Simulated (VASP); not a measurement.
Method: RPBE GGA, VASP's PBE PAW potentials (set 64) (plane waves; VASP).

VASP input:

File POSCAR:
```
AlSb
4.3965890
  0.0000000000   0.7071067186   0.7071067186
  0.7071067186   0.0000000000   0.7071067186
  0.7071067186   0.7071067186   0.0000000000
Al Sb
1 1
Cart
  0.0000000000   0.0000000000   0.0000000000
  0.3535533593   0.3535533593   0.3535533593
```

### INCAR
```
SYSTEM = AlSb
PREC = Accurate
ENCUT = 520
EDIFF = 1E-7
NELM = 100
ALGO = Normal
LREAL = .FALSE.
LASPH = .TRUE.
ISMEAR = 0
SIGMA = 0.05
GGA = RP
LMAXMIX = 4
LWAVE = .FALSE.
LCHARG = .FALSE.
ISIF = 2
```

File KPOINTS:
```
K-points
0
G
 7 7 7
0 0 0
```

POTCAR, in this order: Al Sb (PBE.64 set). Program: vasp_std.

Output of the run:

OUTCAR:
```
 ion  position               nearest neighbor table
   1  0.000  0.000  0.000-   2 2.69   2 2.69   2 2.69   2 2.69
   2  0.250  0.250  0.250-   1 2.69   1 2.69   1 2.69   1 2.69
  LATTYP: Found a face centered cubic cell.
 ALAT       =     6.2177152418
 Subroutine PRICEL returns:
 Original cell was already a primitive cell.
 Subroutine GETGRP returns: Found 24 space group operations
The static configuration has the point symmetry T_d .
The dynamic configuration has the point symmetry T_d .
 Subroutine INISYM returns: Found 24 space group operations
 Subroutine IBZKPT returns following result:
 Found     20 irreducible k-points:

 Following reciprocal coordinates:
            Coordinates               Weight
  0.000000  0.000000  0.000000      1.000000
  0.142857  0.000000  0.000000      8.000000
  0.285714  0.000000  0.000000      8.000000
  0.428571  0.000000  0.000000      8.000000
  0.142857  0.142857  0.000000      6.000000
  0.285714  0.142857  0.000000     24.000000
  0.428571  0.142857  0.000000     24.000000
 -0.428571  0.142857  0.000000     24.000000
 -0.285714  0.142857  0.000000     24.000000
 -0.142857  0.142857  0.000000     12.000000
  0.285714  0.285714  0.000000      6.000000
  0.428571  0.285714  0.000000     24.000000
 -0.428571  0.285714  0.000000     24.000000
 -0.285714  0.285714  0.000000     12.000000
  0.428571  0.428571  0.000000      6.000000
 -0.428571  0.428571  0.000000     12.000000
  0.428571  0.285714  0.142857     24.000000
 -0.428571  0.285714  0.142857     48.000000
 -0.428571  0.428571  0.142857     24.000000
 -0.285714  0.428571  0.142857     24.000000
   k-points           NKPTS =     20   k-points in BZ     NKDIM =     20   number of bands    NBANDS=      8
   number of dos      NEDOS =    301   number of ions     NIONS =      2
   total plane-waves  NPLWV =  46656
   dimension x,y,z NGX =    36 NGY =   36 NGZ =   36
...
```

File OSZICAR:
```
       N       E                     dE             d eps       ncg     rms          rms(c)
DAV:   1     0.182170079592E+02    0.18217E+02   -0.28865E+03   320   0.737E+02
DAV:   2    -0.705509104973E+01   -0.25272E+02   -0.24213E+02   416   0.896E+01
DAV:   3    -0.768426947016E+01   -0.62918E+00   -0.62918E+00   440   0.174E+01
DAV:   4    -0.768796474247E+01   -0.36953E-02   -0.36953E-02   464   0.163E+00
DAV:   5    -0.768798161413E+01   -0.16872E-04   -0.16872E-04   424   0.968E-02    0.358E+00
DAV:   6    -0.765023969240E+01    0.37742E-01   -0.78092E-02   376   0.140E+00    0.223E+00
DAV:   7    -0.764589640930E+01    0.43433E-02   -0.78217E-02   360   0.165E+00    0.407E-01
DAV:   8    -0.764831404177E+01   -0.24176E-02   -0.75901E-03   344   0.517E-01    0.967E-02
DAV:   9    -0.764906623612E+01   -0.75219E-03   -0.10547E-03   392   0.213E-01    0.392E-02
DAV:  10    -0.764921204960E+01   -0.14581E-03   -0.15167E-04   392   0.775E-02    0.158E-02
DAV:  11    -0.764929822918E+01   -0.86180E-04   -0.23748E-04   352   0.102E-01    0.888E-03
DAV:  12    -0.764930003530E+01   -0.18061E-05   -0.31434E-06   488   0.145E-02    0.333E-03
DAV:  13    -0.764930035150E+01   -0.31620E-06   -0.42918E-07   376   0.440E-03    0.248E-03
DAV:  14    -0.764930055609E+01   -0.20459E-06   -0.19996E-07   344   0.293E-03    0.866E-05
DAV:  15    -0.764930056404E+01   -0.79430E-08   -0.94498E-09   192   0.653E-04
   1 F= -.76493006E+01 E0= -.76493006E+01  d E =-.178816E-13
```

File OUTCAR:
```
------------------------ aborting loop because EDIFF is reached ----------------------------------------
  FORCE on cell =-STRESS in cart. coord.  units (eV):
  Direction    XX          YY          ZZ          XY          YZ          ZX
  --------------------------------------------------------------------------------------
  Total        0.5722921      0.5722921      0.5722921      0.0000000      0.0000000      0.0000000
  in kB       15.2579375     15.2579375     15.2579375      0.0000000      0.0000000      0.0000000
  external PRESSURE =      15.2579375 kB  Pullay stress =       0.0000000 kB
  volume of cell :       60.09
      direct lattice vectors                 reciprocal lattice vectors
     0.000000000  3.108857621  3.108857621    -0.160830781  0.160830781  0.160830781
     3.108857621  0.000000000  3.108857621     0.160830781 -0.160830781  0.160830781
     3.108857621  3.108857621  0.000000000     0.160830781  0.160830781 -0.160830781
 POSITION                                       TOTAL-FORCE (eV/Angst)
 -----------------------------------------------------------------------------------
      0.00000      0.00000      0.00000        -0.000000     -0.000000     -0.000000
      1.55443      1.55443      1.55443         0.000000      0.000000      0.000000
 -----------------------------------------------------------------------------------
    total drift:                               -0.000000     -0.000000     -0.000000
  FREE ENERGIE OF THE ION-ELECTRON SYSTEM (eV)
  ---------------------------------------------------
  free  energy   TOTEN  =        -7.6493005640 eV

  energy  without entropy=       -7.6493005640  energy(sigma->0) =       -7.64930056
```
(Selected blocks of OUTCAR.)

File OUTCAR:
```
 val. band max:        4.5308725567   @ k =   0.0000   0.0000   0.0000

 cond. band min:       5.8632283881   @ k =   0.4286   0.4286   0.0000


 Fermi energy:         4.7724702262

 k-point     1 :       0.0000    0.0000    0.0000
  band No.  band energies     occupation
      1      -5.9466      2.00000
      2       4.5309      2.00000
      3       4.5309      2.00000
      4       4.5309      2.00000
      5       5.9459      0.00000
      6       7.6221      0.00000
      7       7.6221      0.00000
      8       7.6221      0.00000

 k-point     2 :       0.1429    0.0000    0.0000
  band No.  band energies     occupation
      1      -5.7687      2.00000
      2       2.8461      2.00000
      3       4.3049      2.00000
      4       4.3049      2.00000
      5       6.5110      0.00000
      6       7.9655      0.00000
      7       7.9655      0.00000
      8       8.4668      0.00000

 k-point     3 :       0.2857    0.0000    0.0000
  band No.  band energies     occupation
      1      -5.2844      2.00000
      2       0.8433      2.00000
      3       3.9227      2.00000
      4       3.9227      2.00000
      5       6.1587      0.00000
      6       8.3386      0.00000
      7       8.3386      0.00000
      8      10.5614      0.00000

 k-point     4 :       0.4286    0.0000    0.0000
  band No.  band energies     occupation
      1      -4.7406      2.00000
      2      -0.5040      2.00000
      3       3.6856      2.00000
      4       3.6856      2.00000
      5       5.8879      0.00000
      6       8.2916      0.00000
      7       8.2916      0.00000
      8      11.2862      0.00000

 k-point     5 :       0.1429    0.1429    0.0000
  band No.  band energies     occupation
      1      -5.7084      2.00000
      2       2.8779      2.00000
      3       3.8940      2.00000
      4       3.8940      2.00000
      5       6.9080      0.00000
      6       7.5938      0.00000
      7       8.6051      0.00000
...
```

Unless said otherwise, spin-orbit coupling is left out, though it shifts the bands of the heavy elements here.

The compound is AlSb in the zinc blende structure. This cell is one point of a volume scan, at 0.97 of the reference volume.
